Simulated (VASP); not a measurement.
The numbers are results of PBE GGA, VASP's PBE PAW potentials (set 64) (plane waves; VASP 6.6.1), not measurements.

VASP ran on this input.

### INCAR
```
ALGO = Normal
EDIFF = 1E-6
ENCUT = 520
GGA = PE
ICHARG = 11
ISMEAR = 0
LASPH = .TRUE.
LCHARG = .FALSE.
LREAL = .FALSE.
LWAVE = .FALSE.
NELM = 100
PREC = Accurate
SIGMA = 0.05
SYSTEM = Li2O
```

**POSCAR**
```
Li2O
1
    0.0000000000     2.3100000000     2.3100000000
    2.3100000000     0.0000000000     2.3100000000
    2.3100000000     2.3100000000     0.0000000000
Li O
2 1
Direct
  0.2500000000   0.2500000000   0.2500000000
  0.7500000000   0.7500000000   0.7500000000
  0.0000000000   0.0000000000   0.0000000000
```

**KPOINTS**
```
k-points along high-symmetry lines
15
Line-mode
Reciprocal
  0.000000   0.000000   0.000000 ! GAMMA
  0.500000   0.000000   0.500000 ! X

  0.500000   0.000000   0.500000 ! X
  0.625000   0.250000   0.625000 ! U

  0.375000   0.375000   0.750000 ! K
  0.000000   0.000000   0.000000 ! GAMMA

  0.000000   0.000000   0.000000 ! GAMMA
  0.500000   0.500000   0.500000 ! L

  0.500000   0.500000   0.500000 ! L
  0.500000   0.250000   0.750000 ! W

  0.500000   0.250000   0.750000 ! W
  0.500000   0.000000   0.500000 ! X
```

POTCAR, in this order: Li_sv O (PBE.64 set). Program: vasp_std. Read from the step before: CHGCAR.

The resulting files:

OSZICAR:
```
       N       E                     dE             d eps       ncg     rms          rms(c)
DAV:   1     0.404931338565E+02    0.40493E+02   -0.61659E+03  1808   0.130E+03
DAV:   2    -0.919435035659E+01   -0.49687E+02   -0.47172E+02  2246   0.227E+02
DAV:   3    -0.136712342013E+02   -0.44769E+01   -0.44579E+01  2980   0.575E+01
DAV:   4    -0.137669772397E+02   -0.95743E-01   -0.95642E-01  2454   0.810E+00
DAV:   5    -0.137676903927E+02   -0.71315E-03   -0.71310E-03  2578   0.676E-01
DAV:   6    -0.137676979207E+02   -0.75279E-05   -0.75278E-05  2380   0.505E-02
DAV:   7    -0.137676980330E+02   -0.11230E-06   -0.11229E-06  2498   0.530E-03
   1 F= -.13767698E+02 E0= -.13767698E+02  d E =-.167338E-21
```

**OUTCAR**
```
 val. band max:        1.3395902295   @ k =   0.0000   0.0000   0.0000

 cond. band min:       6.3111088905   @ k =   0.5000   0.0000   0.5000



 k-point     1 :       0.0000    0.0000    0.0000
  band No.  band energies     occupation
      1     -41.6552      2.00000
      2     -41.3250      2.00000
      3     -14.1082      2.00000
      4       1.3396      2.00000
      5       1.3396      2.00000
      6       1.3396      2.00000
      7       6.6133      0.00000
      8      13.2700      0.00000
      9      13.2700      0.00000
     10      13.2700      0.00000

 k-point     2 :       0.0357    0.0000    0.0357
  band No.  band energies     occupation
      1     -41.6536      2.00000
      2     -41.3262      2.00000
      3     -14.1048      2.00000
      4       1.3012      2.00000
      5       1.3196      2.00000
      6       1.3196      2.00000
      7       6.6619      0.00000
      8      13.2815      0.00000
      9      13.2815      0.00000
     10      13.3067      0.00000

 k-point     3 :       0.0714    0.0000    0.0714
  band No.  band energies     occupation
      1     -41.6489      2.00000
      2     -41.3299      2.00000
      3     -14.0950      2.00000
      4       1.1932      2.00000
      5       1.2612      2.00000
      6       1.2612      2.00000
      7       6.7970      0.00000
      8      13.3169      0.00000
      9      13.3169      0.00000
     10      13.4160      0.00000

 k-point     4 :       0.1071    0.0000    0.1071
  band No.  band energies     occupation
      1     -41.6413      2.00000
      2     -41.3355      2.00000
      3     -14.0791      2.00000
      4       1.0339      2.00000
      5       1.1685      2.00000
      6       1.1685      2.00000
      7       6.9869      0.00000
      8      13.3783      0.00000
      9      13.3783      0.00000
     10      13.5955      0.00000

 k-point     5 :       0.1429    0.0000    0.1429
  band No.  band energies     occupation
...
```

The density is held fixed in this step, so its total energy and stress have no physical meaning.

The compound is Li2O in the antifluorite structure. The cell was not relaxed at this level.
